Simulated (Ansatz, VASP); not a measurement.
Two plane-wave programs on Ba

The input INCAR:

```
ALGO = Normal ; EDIFF = 1E-7
ENCUT = 520 ; GGA = PE
ISIF = 2 ; ISMEAR = -1
LASPH = T ; LCHARG = F
LREAL = F ; LWAVE = F
NBANDS = 11 ; NELM = 80
PREC = Accurate ; SIGMA = 0.05
```

File KPOINTS:

```
k-points
0
Gamma
  7 7 7
```

POSCAR

```
Ba
1.0
    4.3116136979      0.0000000000      0.0000000000
   -2.1558068490      3.7339669937      0.0000000000
    0.0000000000      0.0000000000      3.9134133000
Ba
1
Direct
    0.0000000000      0.0000000000      0.0000000000
```

Contents of input.yaml:

```yaml
crystal:
  lattice:
    - [4.3116136979, 0.0, 0.0]
    - [-2.155806849, 3.7339669937, 0.0]
    - [0.0, 0.0, 3.9134133]
  atoms:
    - { symbol: Ba, position: [0.0, 0.0, 0.0] }
hamiltonian:
  xc: pbe
  pseudopotentials: { kind: paw }
kpoints:
  mp_grid: { grid: [7, 7, 7] }
scf:
  occupations: { method: fermi_dirac, width: 0.05 }
output:
  forces: true
  stress: true
  eigenvalues: true
```

This isn't the form of Ba at room conditions, which is bcc.

Alike in both runs: task single point; functional PBE; k mesh 7 × 7 × 7; occupations fermi-dirac, width 0.05 eV; no spin polarisation.

```csv
,VASP,Ansatz
version,VASP 6.6.1,Ansatz 0.2.0
potentials or method,"VASP PAW PBE potentials, release 64 (Ba_sv)",Ansatz PAW
plane-wave cutoff (eV),520,420
valence electrons in the cell,10,10
```

|  | VASP | Ansatz | Ansatz less VASP |
| --- | --- | --- | --- |
| gap on the k mesh at the Fermi level (eV) | none | none | - |
| pressure (GPa) | -0.1 | -0.2 | -0.09 |
| largest component of the traceless stress (GPa) | 0.49 | 0.45 | -0.037 |

A gap of «none» marks a metal or a gap that the smearing closes.

The runs have no spin-orbit coupling, so splittings on Ba are missing.
